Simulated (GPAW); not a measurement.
Runs of GPAW 26.7.0 on TePb. The structure is cubic, space group Fm-3m (No. 225). The conventional cell has a = 6.462 Å, b = 6.462 Å, c = 6.462 Å, α = 90.00°, β = 90.00°, γ = 90.00°. Pb (site symmetry m-3m) has 6 Te at 3.23 Å as nearest neighbours. Around Te (site symmetry m-3m) lie 6 Pb at 3.23 Å. 

```tsv
task	level	potentials or basis	cell	smearing	eigensolver	optimizer	fmax	max steps	target pressure	pressure (GPa)	relaxed volume (Å³/atom)
relaxation of cell and atoms	BLYP+D4	PAW data sets generated in the run's folder for this functional, pw	relaxed to 1 GPa	fermi-dirac 0.05 eV	davidson	BFGS	0.02 eV/Å	100	1 GPa	1.0	-
single point	PBE	GPAW PAW data sets (gpaw-data 1.2.1), pw	as given	gaussian 0.03 eV	-	-	-	-	-	1.8	-
relaxation of cell and atoms	BLYP+D3(BJ)	PAW data sets generated in the run's folder for this functional, pw	relaxed	fermi-dirac 0.05 eV	davidson	FIRE	0.02 eV/Å	100	-	0.1	33.89
single point	RPBE	the program's PAW data sets (release 1.2.1) made for this functional, pw	as given	gaussian 0.1 eV	-	-	-	-	-	(a)	-
relaxation of cell and atoms	PBEsol+D4	PAW data sets generated in the run's folder for this functional, pw	relaxed	fermi-dirac 0.05 eV	-	LBFGS	0.01 eV/Å	100	-	0.0	32.37
single point	PBE	GPAW PAW data sets (gpaw-data 1.2.1), pw	as given	gaussian 0.029 eV	-	-	-	-	-	1.8	-
relaxation of cell and atoms	RPBE+D4	the program's PAW data sets (release 1.2.1) made for this functional, pw	relaxed to 2 GPa	fermi-dirac 0.05 eV	-	BFGS	0.02 eV/Å	60	2 GPa	2.0	-
relaxation of cell and atoms	LDA	the program's PAW data sets (release 1.2.1) made for this functional, pw	relaxed to 1 GPa	gaussian 0.01 eV	-	BFGS	0.02 eV/Å	60	1 GPa	1.0	-
relaxation of cell and atoms	revPBE+D3(BJ)	the program's PAW data sets (release 1.2.1) made for this functional, pw	relaxed	fermi-dirac 0.05 eV	-	BFGS	0.01 eV/Å	40	-	0.0	33.13
relaxation of cell and atoms	RPBE+D3(BJ)	the program's PAW data sets (release 1.2.1) made for this functional, pw	relaxed to 2 GPa	fermi-dirac 0.05 eV	-	FIRE	0.02 eV/Å	40	2 GPa	2.1	-
relaxation of cell and atoms	revPBE+D4	the program's PAW data sets (release 1.2.1) made for this functional, pw	relaxed to 20 GPa	fermi-dirac 0.05 eV	-	LBFGS	0.02 eV/Å	40	20 GPa	20.0	-
```

Alike in all rows: no spin polarisation; k mesh 7 × 7 × 7; cutoff (eV) 600.

Q: Fill in the values left out.

A: (a) 3.4.

Caveats: later steps reuse the first step's grids (some runs); the volume moved by over 15 % at a fixed basis, so the end points are rough (some runs).
